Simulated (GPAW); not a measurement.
Runs of GPAW 26.7.0 on LiH. It takes space group Fm-3m (No. 225, cubic). The conventional cell has a = 4.074 Å, b = 4.074 Å, c = 4.074 Å, α = 90.00°, β = 90.00°, γ = 90.00°. Around Li (site symmetry m-3m) lie 6 H at 2.04 Å. H (site symmetry m-3m) has 6 Li at 2.04 Å as nearest neighbours. 

```csv
task,level,potentials or basis,cell,cutoff (eV),smearing,optimizer,fmax,max steps,convergence,supercell,gap on the mesh (eV),pressure (GPa),relaxed volume (Å³/atom)
relaxation of cell and atoms,PBEsol,"PAW data sets generated in the run's folder for this functional, pw",relaxed,800,fermi-dirac 0.05 eV,BFGS,0.02 eV/Å,60,density=1e-05 forces=0.0001,-,2.93,0.1,7.90
gruneisen,revPBE,"the program's PAW data sets (release 1.2.1) made for this functional, pw",relaxed,680,fermi-dirac 0.05 eV,-,-,-,density=1e-06 eigenstates=1e-09,1 × 1 × 1,(a),0.0,-
relaxation of cell and atoms,PBEsol+D3,"PAW data sets generated in the run's folder for this functional, pw",relaxed,800,fermi-dirac 0.05 eV,BFGS,0.02 eV/Å,60,density=1e-05 forces=0.0001,-,2.90,0.0,7.50
electron localisation function,r2SCAN,"GPAW PAW data sets (gpaw-data 1.2.1), pw",as given,800,fermi-dirac 0.02 eV,-,-,-,-,-,(b),-0.9,-
```

Alike in all rows: no spin polarisation; k mesh 11 × 11 × 11.

Problem. Fill in the values left out.

Solution. (a) 3.34; (b) 3.85.

Caveats: the data sets keep Ga 3d, Li 1s and Be 1s frozen, and some such compounds lay over 1.5 % in volume off other programs; an odd mesh through Γ misses points on the zone boundary, where band edges often lie; later steps reuse the first step's grids (some runs); the cutoff is short for stress and forces, so pressures can be off by a GPa or more (some runs); the density grid can change from cell to cell, which puts small steps into energies and stress (some runs); the LO-TO splitting is left out (some runs); the PAW data sets were made with another functional, which shifts forces and pressure a little (some runs).

Not every run made on this cell is shown here.
